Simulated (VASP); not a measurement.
# Ba (P4/mmm) in VASP: further runs

Runs on Ba. Level: PBE. Tasks: single point.

All numbers are computed with VASP 6.6.1; they aren't measurements. Logs are shortened: lines on timing, memory, paths and dates and some standing lists are left out, and cuts for length are marked.

## 1. The cell of the first run

It takes space group P4/mmm (No. 123, tetragonal). The conventional cell has a = 3.973 Å, b = 3.973 Å, c = 3.474 Å, α = 90.00°, β = 90.00°, γ = 90.00°. Around Ba (site symmetry 4/mmm) lie 6 Ba at 3.47 to 3.97 Å.

This isn't the form of Ba at room conditions, which is bcc.

## 2. Single point, PBE (strained and moved within a subgroup)

The input, INCAR:

```
PREC = Accurate
ENCUT = 520
EDIFF = 1E-6
ISMEAR = 0
SIGMA = 0.1
LREAL = F
LASPH = T
NELM = 100
ALGO = Normal
ISIF = 2
LWAVE = F
LCHARG = F
GGA = PE
NBANDS = 11
```

The input, KPOINTS:

```
regular mesh
0
Gamma
  10 10 12
```

The input, POSCAR:

```
Ba
1.0
    3.9732923065      0.0000000000      0.0000000000
    0.0000000000      3.9732923065      0.0000000000
    0.0000000000      0.0000000000      3.4736123280
Ba
1
Direct
    0.5000000000      0.5000000000      0.5000000000
```

Potentials or basis: VASP PAW PBE potentials, release 64 (Ba_sv).

Launch:

```sh
$ cat potpaw_PBE.64/Ba_sv/POTCAR > POTCAR
$ mpirun -np 1 vasp_std > vasp.out
```

OUTCAR:

```text
PREC = Accurate
   ENCUT = 520
   EDIFF = 1E-6
   ISMEAR = 0
   LREAL = F
   LASPH = T
   NELM = 100
   ISIF = 2
   GGA = PE

 ion  position               nearest neighbor table
   1  0.500  0.500  0.500-

  LATTYP: Found a simple tetragonal cell.
 ALAT       =     3.9732923065
 C/A-ratio  =     0.8742403176

  Lattice vectors:

 A1 = (   3.9732923065,   0.0000000000,   0.0000000000)
 A2 = (   0.0000000000,   3.9732923065,   0.0000000000)
 A3 = (   0.0000000000,   0.0000000000,   3.4736123280)

Analysis of symmetry for initial positions (statically):
=====================================================================
 Subroutine PRICEL returns:
 Original cell was already a primitive cell.

 Routine SETGRP: Setting up the symmetry group for a
 simple tetragonal supercell.

 Subroutine GETGRP returns: Found 16 space group operations
 (whereof 16 operations were pure point group operations)
 out of a pool of 16 trial point group operations.

The static configuration has the point symmetry D_4h.

Analysis of symmetry for dynamics (positions and initial velocities):
=====================================================================
 Subroutine PRICEL returns:
 Original cell was already a primitive cell.

 Routine SETGRP: Setting up the symmetry group for a
 simple tetragonal supercell.

 Subroutine GETGRP returns: Found 16 space group operations
 (whereof 16 operations were pure point group operations)
 out of a pool of 16 trial point group operations.

The dynamic configuration has the point symmetry D_4h.

 Subroutine INISYM returns: Found 16 space group operations
 (whereof 16 operations are pure point group operations),
 and found     1 'primitive' translations

----------------------------------------------------------------------------------------

                                     Primitive cell

  volume of cell :      54.8381

  direct lattice vectors                    reciprocal lattice vectors
     3.973292306  0.000000000  0.000000000     0.251680451  0.000000000  0.000000000
     0.000000000  3.973292306  0.000000000     0.000000000  0.251680451  0.000000000
     0.000000000  0.000000000  3.473612328     0.000000000  0.000000000  0.287884745

  length of vectors
     3.973292306  3.973292306  3.473612328     0.251680451  0.251680451  0.287884745

  position of ions in fractional coordinates (direct lattice)
     0.500000000  0.500000000  0.500000000

  ion indices of the primitive-cell ions
   primitive index   ion index
                 1           1

----------------------------------------------------------------------------------------

 KPOINTS: regular mesh

Automatic generation of k-mesh.
 Grid dimensions read from file:
 generate k-points for:   10   10   12

 Generating k-lattice:

  Cartesian coordinates                     Fractional coordinates (reciprocal lattice)
     0.025168045  0.000000000  0.000000000     0.100000000  0.000000000  0.000000000
     0.000000000  0.025168045  0.000000000     0.000000000  0.100000000  0.000000000
     0.000000000  0.000000000  0.023990395     0.000000000  0.000000000  0.083333333

  Length of vectors
     0.025168045  0.025168045  0.023990395

  Shift w.r.t. Gamma in fractional coordinates (k-lattice)
     0.000000000  0.000000000  0.000000000

 Subroutine IBZKPT returns following result:
 ===========================================

 Found    147 irreducible k-points:

 Following reciprocal coordinates:
            Coordinates               Weight
  0.000000  0.000000  0.000000      1.000000
  0.100000  0.000000  0.000000      4.000000
  0.200000  0.000000  0.000000      4.000000
  0.300000  0.000000  0.000000      4.000000
  0.400000  0.000000  0.000000      4.000000
  0.500000  0.000000  0.000000      2.000000
[... 16 lines left out ...]
  0.100000  0.000000  0.083333      8.000000
  0.200000  0.000000  0.083333      8.000000
 [... further k-points ...]
   k-points           NKPTS =    147   k-points in BZ     NKDIM =    147   number of bands    NBANDS=     11
   number of dos      NEDOS =    301   number of ions     NIONS =      1
   total plane-waves  NPLWV =  25200
   dimension x,y,z NGX =    30 NGY =   30 NGZ =   28
   dimension x,y,z NGXF=    60 NGYF=   60 NGZF=   56
   ions per type =               1
   NGX,Y,Z   is equivalent  to a cutoff of  12.55, 12.55, 13.40 a.u.
   NGXF,Y,Z  is equivalent  to a cutoff of  25.10, 25.10, 26.80 a.u.
 SYSTEM =  unknown system
   PREC   = accura    normal or accurate (medium, high low for compatibility)
   ISTART =      0    job   : 0-new  1-cont  2-samecut
   ICHARG =      2    charge: 1-file 2-atom 10-const
   ISPIN  =      1    spin polarized calculation?
   LNONCOLLINEAR =      F non collinear calculations
   LSORBIT =      F    spin-orbit coupling
   LASPH  =      T    aspherical Exc in radial PAW
   ENCUT  =  520.0 eV  38.22 Ry    6.18 a.u.   7.39  7.39  6.46*2*pi/ulx,y,z
   NELM   =    100;   NELMIN=  2; NELMDL= -5     # of ELM steps
   EDIFF  = 0.1E-05   stopping-criterion for ELM
   LREAL  =      F    real-space projection
   EDIFFG = 0.1E-04   stopping-criterion for IOM
   NSW    =      0    number of steps for IOM
   IBRION =     -1    ionic relax: 0-MD 1-quasi-New 2-CG
   NFREE  =      0    steps in history (QN), initial steepest desc. (CG)
   ISIF   =      2    stress and relaxation
   ISYM   =      2    0-nonsym 1-usesym 2-fastsym
   POTIM  = 0.5000    time-step for ionic-motion
   TEBEG  =    0.0;   TEEND  =   0.0 temperature during run
   PSTRESS=    0.0 pullay stress
   NELECT =      10.0000    total number of electrons
   NUPDOWN=      -1.0000    fix difference up-down
   EMIN   =  10.00;   EMAX   =-10.00  energy-range for DOS
   EFERMI =   0.00;   METHOD = LEGACY
   ISMEAR =     0;   SIGMA  =   0.10  broadening in eV -4-tet -1-fermi 0-gaus
   EFERMI_NEDOS =   21; number of points for ismear=-14 and -15
   IALGO  =     38    algorithm
   IMIX   =      4    mixing-type and parameters
     AMIX     =   0.40;   BMIX     =  1.00
     AMIX_MAG =   1.60;   BMIX_MAG =  1.00
  volume/ion in A,a.u.               =      54.84       370.07
  Fermi-wavevector in a.u.,A,eV,Ry     =   0.928355  1.754336 11.726084  0.861843
  Thomas-Fermi vector in A             =   2.054523
   LORBIT       =      0    0 simple, 1 ext, 2 COOP (PROOUT), +10 PAW based schemes
   GGA     = PE    functional components
   LHFCALC =     F    Hartree Fock is set to
   AEXX    =    0.0000 exact exchange contribution
   IVDW    =     0    specifies the selected vdW correction
   LEPSILON=     F    determine dielectric tensor
   LRPA    =     F    only Hartree local field effects (RPA)
 non-spin polarized calculation
 Gauss-broadening in eV      SIGMA  =   0.10
  energy-cutoff  :      520.00
  volume of cell :       54.84
 maximum number of plane-waves:      1505
 NGX is ok and might be reduce to    30
   NGX = 15   NGY = 15   NGZ = 13

 number of electron      10.0000000 magnetization

 Free energy of the ion-electron system (eV)
  ---------------------------------------------------
  ext. energy  EPLUGINS =         0.00000000
  ---------------------------------------------------
  free energy    TOTEN  =        -1.48334770 eV

  energy without entropy =       -1.47996870  energy(sigma->0) =       -1.48165820

 E-fermi :   2.0003     XC(G=0):  -7.8354

 val. band max:        1.9912271792   @ k =   0.2000   0.1000   0.5000
 cond. band min:       2.0058046440   @ k =   0.5000   0.5000   0.3333
 fundamental gap:      0.0145774649
 Fermi energy:         2.0002979077

 k-point     1 :       0.0000    0.0000    0.0000
  band No.  band energies     occupation
      1     -27.0601      2.00000
      2     -11.8811      2.00000
      3     -11.8811      2.00000
      4     -11.3490      2.00000
      5      -0.5021      2.00000
      6       1.9274      1.69727
      7       1.9740      1.29049
      8       6.8052      0.00000
      9       7.9754      0.00000
     10       7.9754      0.00000
     11       9.6557      0.00000

 k-point     2 :       0.1000    0.0000    0.0000
  band No.  band energies     occupation
      1     -27.0548      2.00000
      2     -11.9538      2.00000
      3     -11.8750      2.00000
      4     -11.3440      2.00000
      5      -0.3461      2.00000
      6       1.9687      1.34486
      7       2.1093      0.12330
      8       6.4217      0.00000
      9       7.7111      0.00000
     10       7.9938      0.00000
     11       9.1154      0.00000

 k-point     3 :       0.2000    0.0000    0.0000
  band No.  band energies     occupation
      1     -27.0408      2.00000
      2     -12.1371      2.00000
      3     -11.8588      2.00000
      4     -11.3308      2.00000
      5       0.0601      2.00000
      6       2.0704      0.32165
      7       2.4834      0.00000
      8       5.7177      0.00000
      9       7.1572      0.00000
     10       8.0431      0.00000
     11       8.2450      0.00000

 k-point     4 :       0.3000    0.0000    0.0000
  band No.  band energies     occupation
      1     -27.0235      2.00000
      2     -12.3516      2.00000
      3     -11.8386      2.00000
      4     -11.3144      2.00000
      5       0.5824      2.00000
      6       2.2051      0.00378
      7       2.8887      0.00000
      8       5.0968      0.00000
      9       6.6248      0.00000
     10       7.7850      0.00000
     11       8.1057      0.00000
[... 239 lines left out ...]
 k-point    22 :       0.0000    0.0000    0.0833
  band No.  band energies     occupation
      1     -27.0450      2.00000
      2     -11.8667      2.00000
      3     -11.8667      2.00000
      4     -11.4976      2.00000
      5      -0.3628      2.00000
      6       2.0328      0.64625
      7       2.1824      0.01000
      8       6.8425      0.00000
      9       7.3308      0.00000
     10       7.3308      0.00000
     11      10.1916      0.00000

 k-point    23 :       0.1000    0.0000    0.0833
  band No.  band energies     occupation
      1     -27.0398      2.00000
      2     -11.9389      2.00000
      3     -11.8606      2.00000
      4     -11.4920      2.00000
      5      -0.2068      2.00000
      6       2.1437      0.04260
      7       2.2456      0.00052
      8       6.4474      0.00000
      9       7.0394      0.00000
     10       7.4096      0.00000
     11       9.6062      0.00000

 k-point    24 :       0.2000    0.0000    0.0833
  band No.  band energies     occupation
      1     -27.0259      2.00000
      2     -12.1211      2.00000
      3     -11.8446      2.00000
      4     -11.4774      2.00000
      5       0.1991      2.00000
      6       2.2901      0.00004
      7       2.5622      0.00000
      8       5.7557      0.00000
      9       6.4821      0.00000
     10       7.5018      0.00000
     11       8.6618      0.00000

 [... further k-points ...]

------------------------ aborting loop because EDIFF is reached ----------------------------------------

  FORCE on cell =-STRESS in cart. coord.  units (eV):
  Direction    XX          YY          ZZ          XY          YZ          ZX
  --------------------------------------------------------------------------------------
  -------------------------------------------------------------------------------------
  Total       -0.2260843     -0.2260843      1.8915832      0.0000000      0.0000000      0.0000000
  in kB       -6.6053932     -6.6053932     55.2654421      0.0000000      0.0000000      0.0000000
  external PRESSURE =      14.0182186 kB  Pullay stress =       0.0000000 kB

 VOLUME and BASIS-vectors are now :
 -----------------------------------------------------------------------------
  energy-cutoff  :      520.00
  volume of cell :       54.84
      direct lattice vectors                 reciprocal lattice vectors
     3.973292306  0.000000000  0.000000000     0.251680451  0.000000000  0.000000000
     0.000000000  3.973292306  0.000000000     0.000000000  0.251680451  0.000000000
     0.000000000  0.000000000  3.473612328     0.000000000  0.000000000  0.287884745

 POSITION                                       TOTAL-FORCE (eV/Angst)
 -----------------------------------------------------------------------------------
      1.98665      1.98665      1.73681         0.000000      0.000000      0.000000
 -----------------------------------------------------------------------------------
    total drift:                                0.000000      0.000000      0.000000

  FREE ENERGIE OF THE ION-ELECTRON SYSTEM (eV)
  ---------------------------------------------------
  free  energy   TOTEN  =        -1.4833477035 eV

  energy  without entropy=       -1.4799686954  energy(sigma->0) =       -1.48165820
```

It took 44 s on 1 thread of Intel Xeon Platinum 8488C (Sapphire Rapids), shared host; peak memory 0.22 GiB.

Results:

```yaml
Free_energy: -1.4833 eV
Pressure: 1.4 GPa
Band_gap_on_the_k_mesh: none (metal or under the smearing width)
```

Levels at points of the mesh, in eV from the Fermi level:
```csv
k point,band 1,band 2,band 3,band 4,band 5,band 6,band 7,band 8,band 9,band 10
"(0.00, 0.00, 0.00)",-29.06,-13.88,-13.88,-13.35,-2.50,-0.07,-0.03,4.80,5.98,5.98
"(0.50, 0.00, 0.00)",-29.00,-14.58,-13.82,-13.30,-0.69,0.38,0.94,2.55,4.14,6.18
"(0.50, 0.50, 0.00)",-28.95,-14.48,-14.48,-13.25,-1.04,0.39,3.57,3.57,4.51,4.51
"(0.00, 0.00, 0.50)",-28.83,-15.20,-13.66,-13.66,-0.02,1.13,1.55,2.00,2.00,5.44
"(0.50, 0.00, 0.50)",-28.77,-15.09,-14.28,-13.60,-1.27,1.24,2.43,3.56,4.16,4.24
"(0.50, 0.50, 0.50)",-28.72,-15.00,-14.19,-14.19,-0.46,-0.46,0.60,4.16,6.74,7.46
```

Spin-orbit coupling is left out, which matters for the levels of Ba.

## 3. Single point, PBE (strained and moved within the space group)

The input, INCAR:

```
ALGO = Normal
EDIFF = 1E-6
ENCUT = 520
GGA = PE
ISIF = 2
ISMEAR = 0
LASPH = True
LCHARG = False
LREAL = False
LWAVE = False
NBANDS = 11
NELM = 100
PREC = Accurate
SIGMA = 0.1
```

The input, KPOINTS:

```
k-points
0
Gamma
  10 10 12
```

The input, POSCAR:

```
Ba
1.0
    4.2384291050      0.0000000000      0.0000000000
    0.0000000000      4.2384291050      0.0000000000
    0.0000000000      0.0000000000      3.4962911683
Ba
1
Direct
    0.5000000000      0.5000000000      0.5000000000
```

Potentials or basis: VASP PAW PBE potentials, release 64 (Ba_sv).

Launch:

```sh
$ cat potpaw_PBE.64/Ba_sv/POTCAR > POTCAR
$ mpirun -np 1 vasp_std > vasp.out
```

It took 40 s on 1 thread of Intel Xeon Platinum 8488C (Sapphire Rapids), shared host; peak memory 0.24 GiB.

Results (log left out):

```
Free energy            : -1.4290 eV
Pressure               : 0.4 GPa
Band gap on the k mesh : none (metal or under the smearing width)
```

Stress tensor (GPa, compression positive):
```
-1.96  0.00  0.00
 0.00 -1.96  0.00
 0.00  0.00  5.18
```

Levels at points of the mesh, in eV from the Fermi level:
```tsv
k point	band 2	band 3	band 4	band 5	band 6	band 7	band 8	band 9
(0.00, 0.00, 0.00)	-14.12	-14.12	-13.49	-2.42	-0.04	0.08	4.03	5.55
(0.50, 0.00, 0.00)	-14.52	-14.08	-13.47	-0.84	0.32	0.61	2.25	4.28
(0.50, 0.50, 0.00)	-14.47	-14.47	-13.44	-0.72	0.10	2.81	2.81	4.53
(0.00, 0.00, 0.50)	-15.24	-13.90	-13.90	0.13	1.33	1.48	1.54	1.54
(0.50, 0.00, 0.50)	-15.18	-14.25	-13.87	-1.01	1.28	1.86	3.31	3.75
(0.50, 0.50, 0.50)	-15.13	-14.21	-14.21	-0.39	-0.39	0.98	4.14	5.72
```

Spin-orbit coupling is left out, which matters for the levels of Ba.
